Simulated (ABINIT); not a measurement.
# C (Fd-3m) in ABINIT: settings compared

The runs below take C through band structure, equation of state, with BLYP, r2SCAN, LDA-Teter, rPW86PBE, revPBE+D3.

Program: ABINIT 10.8.3 (patched build). These are calculated values, not measurements. Logs are shortened: lines on timing, memory, paths and dates and some standing lists are left out, and cuts for length are marked. The log counts tension as positive stress, the text compression.

**The experiment to reproduce.**

From “Equation of state of cubic boron nitride at high pressures and temperatures”, 2007, arxiv:cond-mat/0702656, for a bulk crystal of C: bulk modulus 444.8 ± 0.8 GPa.

How close the calculation comes is told below.

## (1) Starting point

Symmetry: Fd-3m, No. 227, cubic system. The conventional cell has a = 3.567 Å, b = 3.567 Å, c = 3.567 Å, α = 90.00°, β = 90.00°, γ = 90.00°. Around C (site symmetry -43m) lie 4 C at 1.54 Å.

This isn't the form of C at room conditions, which is graphite.

## (2) Band structure, BLYP

The input, run.abi:

```
# Datasets: ground state, then fixed potential
ndtset 2

# Pseudopotentials
pp_dirpath "./"
pseudos "C.upf"

# Structure
acell 3*1.0
rprim
     0.0000000000     3.3700808789     3.3700808789
     3.3700808789     0.0000000000     3.3700808789
     3.3700808789     3.3700808789     0.0000000000
ntypat 1
znucl 6
natom 2
typat 1 1
xred
     0.7500000000     0.7500000000     0.7500000000
     0.5000000000     0.5000000000     0.5000000000

# Plane-wave basis
ecut 41.0

# Exchange and correlation
ixc -106131

# Bands and occupations
occopt 3
tsmear 0.05 eV

# SCF cycle
nstep 100

# Output
iomode 3
prtwf 0
prteig 0
prtebands 0
enunit 2
prtden1 1

# Dataset 1
kptopt1 1
ngkpt1 13 13 13
nshiftk1 1
shiftk1 0.0 0.0 0.0
nband1 8
tolvrs1 1.0e-10

# Dataset 2: bands along G-X-W-K-G-L-U-W-L-K
iscf2 -2
getden2 1
nband2 12
nbdbuf2 2
tolwfr2 1.0e-12
kptopt2 -9
ndivsm2 6
prteig2 1
kptbounds2
     0.0000000000     0.0000000000     0.0000000000
     0.5000000000     0.0000000000     0.5000000000
     0.5000000000     0.2500000000     0.7500000000
     0.3750000000     0.3750000000     0.7500000000
     0.0000000000     0.0000000000     0.0000000000
     0.5000000000     0.5000000000     0.5000000000
     0.6250000000     0.2500000000     0.6250000000
     0.5000000000     0.2500000000     0.7500000000
     0.5000000000     0.5000000000     0.5000000000
     0.3750000000     0.3750000000     0.7500000000
```

Potentials or basis: PseudoDojo NC SR PBE v0.4.1 standard.

Command:

```
> abinit run.abi > log 2>&1
```

run.abo:

```text
.Version 10.8.3 of ABINIT
 DATASET    1 : space group Fd -3 m (#227); Bravais cF (face-center cubic)
================================================================================
 Values of the parameters that define the memory need for DATASET  1.
     intxc =       0    ionmov =       0      iscf =       7    lmnmax =       4
     lnmax =       4     mgfft =      30  mpssoang =       2    mqgrid =    3001
     natom =       2  nloc_mem =       1    nspden =       1   nspinor =       1
    nsppol =       1      nsym =      48    n1xccc =    2501    ntypat =       1
    occopt =       3   xclevel =       2
       mpw =         974          nfft =       27000          nkpt =          84
================================================================================
================================================================================

 DATASET    2 : space group Fd -3 m (#227); Bravais cF (face-center cubic)
================================================================================
 Values of the parameters that define the memory need for DATASET  2.
     intxc =       0    ionmov =       0      iscf =      -2    lmnmax =       4
     lnmax =       4     mgfft =      30  mpssoang =       2    mqgrid =    3001
     natom =       2  nloc_mem =       1    nspden =       1   nspinor =       1
    nsppol =       1      nsym =      48    n1xccc =    2501    ntypat =       1
    occopt =       3   xclevel =       2
       mpw =         974          nfft =       27000          nkpt =         103
================================================================================
================================================================================

--------------------------------------------------------------------------------
------------- Echo of variables that govern the present computation ------------
--------------------------------------------------------------------------------
 -outvars: echo values of preprocessed input variables --------
            acell      1.0000000000E+00  1.0000000000E+00  1.0000000000E+00 Bohr
              amu      1.20110000E+01
             ecut      4.10000000E+01 Hartree
           enunit           2
           getden1          0
           getden2          1
             iscf1          7
             iscf2         -2
                       outvar_i_n : Printing only first  50 k-points.
              ixc     -106131
           jdtset        1    2
                       outvar_i_n : Printing only first  50 k-points.
           kptopt1          1
           kptopt2         -9
         kptrlatt       13    0    0      0   13    0      0    0   13
          kptrlen1     6.19581831E+01
          kptrlen2     3.00000000E+01
            natom           2
            nband1          8
            nband2         12
           nbdbuf1          0
           nbdbuf2          2
           ndtset           2
           ndivsm1          0
           ndivsm2          6
            ngfft          30      30      30
             nkpt1         84
             nkpt2        103
            nstep         100
             nsym          48
           ntypat           1
                       prtocc : prtvol=0, do not print more k-points.
           occopt           3
        prtebands           0
           prteig1          0
           prteig2          1
            prtwf           0
            rprim      0.0000000000E+00  3.3700808789E+00  3.3700808789E+00
                       3.3700808789E+00  0.0000000000E+00  3.3700808789E+00
                       3.3700808789E+00  3.3700808789E+00  0.0000000000E+00
           shiftk1     0.00000000E+00  0.00000000E+00  0.00000000E+00
           shiftk2     5.00000000E-01  5.00000000E-01  5.00000000E-01
          spgroup         227
           tolvrs1     1.00000000E-10
           tolvrs2     0.00000000E+00
           tolwfr1     0.00000000E+00
           tolwfr2     1.00000000E-12
           tsmear      1.83746611E-03 Hartree
            typat      1  1
                       outvars : Printing only first  50 k-points.
           xangst      2.6750549982E+00  2.6750549982E+00  2.6750549982E+00
                       1.7833699988E+00  1.7833699988E+00  1.7833699988E+00
            xcart      5.0551213184E+00  5.0551213184E+00  5.0551213184E+00
                       3.3700808789E+00  3.3700808789E+00  3.3700808789E+00
             xred      7.5000000000E-01  7.5000000000E-01  7.5000000000E-01
                       5.0000000000E-01  5.0000000000E-01  5.0000000000E-01
            znucl        6.00000

================================================================================
[... 8 lines left out ...]
--- !DatasetInfo
iteration_state: {dtset: 1, }
dimensions: {natom: 2, nkpt: 84, mband: 8, nsppol: 1, nspinor: 1, nspden: 1, mpw: 974, }
cutoff_energies: {ecut:  41.0, pawecutdg:  -1.0, }
[... 674 lines left out ...]
  4.64E-13  2.84E-13  2.15E-13  1.37E-08
 -1.1048E-01 -3.0778E-02  7.9653E-02  2.1494E-01  6.3042E-01  8.6141E-01
  8.8157E-01  9.3245E-01  1.0693E+00  1.2994E+00  1.3270E+00  1.6242E+00
 Non-SCF case, kpt  102 (  0.38750  0.38750  0.72500), residuals and eigenvalues=
  4.02E-13  1.05E-13  1.20E-13  8.08E-13  6.88E-13  9.41E-13  1.55E-13  7.02E-13
  5.76E-13  6.47E-13  7.08E-13  4.54E-09
 -9.3970E-02 -2.7400E-02  5.9272E-02  2.0566E-01  6.2135E-01  8.2886E-01
  9.0463E-01  9.5577E-01  1.0730E+00  1.2972E+00  1.3406E+00  1.6541E+00
 Non-SCF case, kpt  103 (  0.37500  0.37500  0.75000), residuals and eigenvalues=
  8.82E-14  5.53E-13  8.10E-14  2.25E-13  2.26E-13  4.57E-13  6.47E-13  1.34E-13
  2.94E-13  1.81E-13  1.95E-13  1.99E-08
 -8.0677E-02 -3.4287E-02  5.6967E-02  1.9815E-01  6.1408E-01  7.9631E-01
  9.2243E-01  9.6820E-01  1.0888E+00  1.2927E+00  1.3621E+00  1.6640E+00

--- !ResultsGS
iteration_state: {dtset: 2, }
comment   : Summary of ground state results
lattice_vectors:
- [  0.0000000,   3.3700809,   3.3700809, ]
- [  3.3700809,   0.0000000,   3.3700809, ]
- [  3.3700809,   3.3700809,   0.0000000, ]
lattice_lengths: [   4.76601,    4.76601,    4.76601, ]
lattice_angles: [ 60.000,  60.000,  60.000, ] # degrees, (23, 13, 12)
lattice_volume:   7.6551017E+01
convergence: {deltae:  0.000E+00, res2:  0.000E+00, residm:  9.961E-13, diffor:  0.000E+00, }
etotal    :  -1.19721520E+01
entropy   :   0.00000000E+00
fermie    :   4.95623174E-01
cartesian_stress_tensor: null
pressure_GPa: null
xred      :
- [  7.5000E-01,   7.5000E-01,   7.5000E-01,  C]
- [  5.0000E-01,   5.0000E-01,   5.0000E-01,  C]
cartesian_forces: null
force_length_stats: {min: null, max: null, mean: null, }
...

 Integrated electronic density in atomic spheres:
 ------------------------------------------------
 Atom  Sphere_radius  Integrated_density
    1        2.00000          4.68441821
    2        2.00000          4.72248559
================================================================================

 ----iterations are completed or convergence reached----

 Mean square residual over all n,k,spin=   38.290E-14; max=  99.609E-14
 reduced coordinates (array xred) for    2 atoms
       0.750000000000      0.750000000000      0.750000000000
       0.500000000000      0.500000000000      0.500000000000

 cartesian coordinates (angstrom) at end:
    1      2.67505499820596     2.67505499820596     2.67505499820596
    2      1.78336999880397     1.78336999880397     1.78336999880397
 length scales=  1.000000000000  1.000000000000  1.000000000000 bohr
              =  0.529177210544  0.529177210544  0.529177210544 angstroms
 Eigenvalues (hartree) for nkpt= 103  k points:
 kpt#   1, nband= 12, wtk=  1.00000, kpt=  0.0000  0.0000  0.0000 (reduced coord)
  -0.38959    0.39285    0.39285    0.39285    0.60380    0.60380    0.60380    0.88495
   1.11887    1.39063    1.39063    1.42413
 kpt#   2, nband= 12, wtk=  1.00000, kpt=  0.0294  0.0000  0.0294 (reduced coord)
  -0.38842    0.38807    0.38807    0.38997    0.60294    0.60959    0.60959    0.88590
   1.12087    1.34244    1.39212    1.42689
 kpt#   3, nband= 12, wtk=  1.00000, kpt=  0.0588  0.0000  0.0588 (reduced coord)
  -0.38493    0.37516    0.37516    0.38150    0.60040    0.62549    0.62549    0.88814
   1.12672    1.28270    1.39658    1.43513
 kpt#   4, nband= 12, wtk=  1.00000, kpt=  0.0882  0.0000  0.0882 (reduced coord)
  -0.37910    0.35704    0.35704    0.36789    0.59644    0.64857    0.64857    0.88979
   1.13609    1.22803    1.40403    1.44881
 kpt#   5, nband= 12, wtk=  1.00000, kpt=  0.1176  0.0000  0.1176 (reduced coord)
  -0.37096    0.33628    0.33628    0.34977    0.59137    0.67619    0.67619    0.88772
   1.14841    1.18272    1.41446    1.46782
 kpt#   6, nband= 12, wtk=  1.00000, kpt=  0.1471  0.0000  0.1471 (reduced coord)
  -0.36052    0.31460    0.31460    0.32777    0.58557    0.70658    0.70658    0.87825
[... 277 lines left out ...]
 kpt#  99, nband= 12, wtk=  1.00000, kpt=  0.4250  0.4250  0.6500 (reduced coord)
  -0.14017   -0.05281    0.14502    0.23757    0.65340    0.82567    0.86230    0.92607
   1.08912    1.29854    1.32083    1.52813
 kpt# 100, nband= 12, wtk=  1.00000, kpt=  0.4125  0.4125  0.6750 (reduced coord)
  -0.12617   -0.04101    0.11043    0.22571    0.64119    0.85465    0.88554    0.90889
   1.07539    1.29966    1.32081    1.57907
 kpt# 101, nband= 12, wtk=  1.00000, kpt=  0.4000  0.4000  0.7000 (reduced coord)
  -0.11048   -0.03078    0.07965    0.21494    0.63042    0.86141    0.88157    0.93245
   1.06929    1.29938    1.32698    1.62417
 kpt# 102, nband= 12, wtk=  1.00000, kpt=  0.3875  0.3875  0.7250 (reduced coord)
  -0.09397   -0.02740    0.05927    0.20566    0.62135    0.82886    0.90463    0.95577
   1.07304    1.29719    1.34056    1.65409
 kpt# 103, nband= 12, wtk=  1.00000, kpt=  0.3750  0.3750  0.7500 (reduced coord)
  -0.08068   -0.03429    0.05697    0.19815    0.61408    0.79631    0.92243    0.96820
   1.08881    1.29268    1.36213    1.66397
 Eigenvalues (   eV  ) for nkpt= 103  k points:
 kpt#   1, nband= 12, wtk=  1.00000, kpt=  0.0000  0.0000  0.0000 (reduced coord)
 -10.60130   10.69011   10.69011   10.69011   16.43036   16.43036   16.43036   24.08078
  30.44612   37.84087   37.84087   38.75265
 kpt#   2, nband= 12, wtk=  1.00000, kpt=  0.0294  0.0000  0.0294 (reduced coord)
 -10.56955   10.56004   10.56004   10.61173   16.40672   16.58768   16.58768   24.10670
  30.50036   36.52952   37.88140   38.82754
 kpt#   3, nband= 12, wtk=  1.00000, kpt=  0.0588  0.0000  0.0588 (reduced coord)
 -10.47436   10.20866   10.20866   10.38119   16.33784   17.02051   17.02051   24.16762
  30.65972   34.90396   38.00297   39.05178
 kpt#   4, nband= 12, wtk=  1.00000, kpt=  0.0882  0.0000  0.0882 (reduced coord)
 -10.31589    9.71553    9.71553   10.01087   16.22995   17.64850   17.64850   24.21233
  30.91452   33.41626   38.20566   39.42402
 kpt#   5, nband= 12, wtk=  1.00000, kpt=  0.1176  0.0000  0.1176 (reduced coord)
 -10.09443    9.15061    9.15061    9.51764   16.09192   18.40016   18.40016   24.15612
  31.24980   32.18353   38.48937   39.94152
 kpt#   6, nband= 12, wtk=  1.00000, kpt=  0.1471  0.0000  0.1471 (reduced coord)
  -9.81038    8.56067    8.56067    8.91898   15.93409   19.22712   19.22712   23.89840
[... 278 lines left out ...]
  -3.81412   -1.43694    3.94611    6.46463   17.78004   22.46768   23.46434   25.19971
  29.63635   35.33519   35.94150   41.58258
 kpt# 100, nband= 12, wtk=  1.00000, kpt=  0.4125  0.4125  0.6750 (reduced coord)
  -3.43320   -1.11591    3.00503    6.14197   17.44773   23.25609   24.09687   24.73213
  29.26274   35.36549   35.94094   42.96868
 kpt# 101, nband= 12, wtk=  1.00000, kpt=  0.4000  0.4000  0.7000 (reduced coord)
  -3.00633   -0.83752    2.16748    5.84892   17.15452   23.44017   23.98880   25.37328
  29.09681   35.35798   36.10891   44.19601
 kpt# 102, nband= 12, wtk=  1.00000, kpt=  0.3875  0.3875  0.7250 (reduced coord)
  -2.55705   -0.74559    1.61287    5.59630   16.90782   22.55449   24.61632   26.00788
  29.19882   35.29846   36.47840   45.01015
 kpt# 103, nband= 12, wtk=  1.00000, kpt=  0.3750  0.3750  0.7500 (reduced coord)
  -2.19534   -0.93301    1.55016    5.39204   16.71001   21.66868   25.10061   26.34615
  29.62797   35.17553   37.06542   45.27891

== END DATASET(S) ==============================================================
================================================================================

 -outvars: echo values of variables after computation  --------
            acell      1.0000000000E+00  1.0000000000E+00  1.0000000000E+00 Bohr
           etotal1    -1.1972152007E+01
            fcart1    -4.9936583867E-30  4.9936583867E-30 -4.9936583867E-30
                       4.9936583867E-30 -4.9936583867E-30  4.9936583867E-30
            rprim      0.0000000000E+00  3.3700808789E+00  3.3700808789E+00
                       3.3700808789E+00  0.0000000000E+00  3.3700808789E+00
                       3.3700808789E+00  3.3700808789E+00  0.0000000000E+00
           strten1    -5.5497183267E-04 -5.5497183267E-04 -5.5497183267E-04
                       0.0000000000E+00  0.0000000000E+00  0.0000000000E+00
           xangst      2.6750549982E+00  2.6750549982E+00  2.6750549982E+00
                       1.7833699988E+00  1.7833699988E+00  1.7833699988E+00
             xred      7.5000000000E-01  7.5000000000E-01  7.5000000000E-01
                       5.0000000000E-01  5.0000000000E-01  5.0000000000E-01
 Calculation completed.
```

Wall time 22 s (1 thread of Arm Neoverse V2, shared host); peak memory 0.11 GiB.

What came out:

```yaml
Free_energy: -325.7789 eV
Pressure: 16.3 GPa
Band_gap_on_the_k_mesh: 4.46 eV, indirect (least direct gap 5.74 eV)
Band_gap_along_the_path: 4.43 eV, indirect (least direct gap 5.74 eV)
All_electrons_inside_the_program's_atomic_spheres: C 4.68, 4.72 (radii [1.0584] Å)
```

Levels at the corners of the path, in eV from the valence-band top:
| point | band 2 | band 3 | band 4 | band 5 | band 6 | band 7 |
| --- | --- | --- | --- | --- | --- | --- |
| Γ | 0.00 | 0.00 | 0.00 | 5.74 | 5.74 | 5.74 |
| X | -12.65 | -6.22 | -6.22 | 5.12 | 5.12 | 16.78 |
| W | -11.89 | -8.16 | -8.16 | 10.91 | 10.91 | 12.42 |
| K | -11.62 | -9.14 | -5.30 | 6.02 | 10.98 | 14.41 |
| Γ | 0.00 | 0.00 | 0.00 | 5.74 | 5.74 | 5.74 |
| L | -13.19 | -2.78 | -2.78 | 8.66 | 8.66 | 9.02 |
| U | -11.62 | -9.14 | -5.30 | 6.02 | 10.98 | 14.41 |
| W | -11.89 | -8.16 | -8.16 | 10.91 | 10.91 | 12.42 |
| L | -13.19 | -2.78 | -2.78 | 8.66 | 8.66 | 9.02 |
| K | -11.62 | -9.14 | -5.30 | 6.02 | 10.98 | 14.41 |

Caveat: so large a pressure means that the cell lies far from this level's equilibrium, or that cutoff or potentials fall short; the potentials were made for another functional, which shifts forces and pressure.

[end of part 1 of 2]
